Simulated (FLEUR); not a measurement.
MgS: equation of state with SCAN

MgS:

```
S Mg
1.0
     0.00000    2.83312    2.83312
     2.83312    0.00000    2.83312
     2.83312    2.83312    0.00000
S Mg
1 1
Direct
  0.25000 0.25000 0.25000
  0.00000 0.00000 0.00000
```

The cell comes from a database or a generator and needn't be the stable form of this composition.

* Program: FLEUR MaX-R8.1 (later development tree)
* Task: equation of state
* Functional: SCAN
* Potentials or basis: all-electron
* Basis: FLAPW
* Kmax: 4.71 1/bohr
* k mesh: 8 × 8 × 8
* Occupations: fermi-dirac, width 0.05 eV
* Spin: no spin polarisation

```
Equilibrium volume : 22.59 Å³/atom
Bulk modulus       : 59 GPa
```

Energy against volume, from the lowest point:
```csv
volume (Å³/atom),energy (meV/atom)
21.376,13.20
21.831,4.85
22.740,0.00
23.650,8.20
24.105,16.50
```

Caveat: the meta-GGA is that of a development version, with a GGA for the radial functions and cores and without core tails.
